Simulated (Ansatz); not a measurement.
BN:

```xyz
2
Lattice="0.0000 1.8130 1.8130 1.8130 0.0000 1.8130 1.8130 1.8130 0.0000" Properties=species:S:1:pos:R:3 pbc="T T T"
N     0.9065    0.9065    0.9065
B     0.0000    0.0000    0.0000
```

The cell is a database's computed one.

* Program: Ansatz 0.2.0
* Task: relaxation of cell and atoms
* Functional: RPBE
* Dispersion: D4
* Potentials or basis: Ansatz PAW
* Cutoff: 420 eV (not typed: the program's choice for these potentials)
* k mesh: 13 × 13 × 13
* Occupations: fermi-dirac, width 0.05 eV
* Spin: no spin polarisation

At the start: volume 5.96 Å³/atom.

Task: Where does the relaxation end?

Result: It ends after 7 steps and the volume is 5.81 Å³/atom (-2.5 %); space group F-43m (No. 216, to 0.05 Å).

The path:
```csv
step,energy change (eV),largest force (eV/Å),volume (Å³)
1,0.0000,0.0000,11.92
2,-0.0085,0.0000,11.74
3,-0.0107,0.0000,11.62
4,-0.0107,0.0000,11.63
5,-0.0091,0.0000,11.63
6,-0.0091,0.0000,11.62
7,-0.0091,0.0000,11.62
```

Final structure:
```
N B
1.0
     0.00000    1.79768    1.79768
     1.79768    0.00000    1.79768
     1.79768    1.79768    0.00000
N B
1 1
Cartesian
  0.8988 0.8988 0.8988
  0.0000 0.0000 0.0000
```

Caveat: the plane-wave basis is chosen anew once the cell has moved, so the energies of steps on either side of that aren't comparable; the pressure holds a Pulay correction of +0.9 GPa for the finite cutoff; the PAW data sets come from PBE, with cores solved anew for the run's functional, which leaves a small shift of forces and pressure.
